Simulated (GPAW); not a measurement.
Crystal: CaO.

```xyz
2
Lattice="0.0000 2.4036 2.4036 2.4036 0.0000 2.4036 2.4036 2.4036 0.0000" Properties=species:S:1:pos:R:3 pbc="T T T"
Ca    0.0000    0.0000    0.0000
O     2.4036    2.4036    2.4036
```

The cell is a database's computed one.

* Program: GPAW 26.7.0
* Task: relaxation of cell and atoms
* Functional: PBEsol
* Dispersion: D3
* Potentials or basis: PAW data sets generated in the run's folder for this functional
* Cutoff: 800 eV
* Basis: pw
* k mesh: 10 × 10 × 10
* Occupations: fermi-dirac, width 0.05 eV
* Spin: no spin polarisation

At the start: pressure -4.1 GPa; volume 13.89 Å³/atom.

Problem. Where does the relaxation end?

Solution. Over 3 steps the energy falls by 6.3 meV/atom and the volume is 13.36 Å³/atom (-3.8 %); space group Fm-3m (No. 225, to 0.05 Å).

The path:
```tsv
step	energy change (eV)	largest force (eV/Å)	pressure (GPa)	volume (Å³)
1	0.0000	0.0000	-4.08	27.77
2	-0.0047	0.0000	-3.30	27.56
3	-0.0126	0.0000	0.17	26.72
```

Final structure:
```
Ca O
1.0
     0.00000    2.37297    2.37297
     2.37297    0.00000    2.37297
     2.37297    2.37297    0.00000
Ca O
1 1
Cartesian
  0.0000 0.0000 0.0000
  2.3730 2.3730 2.3730
```

Caveat: later steps reuse the first step's grids.
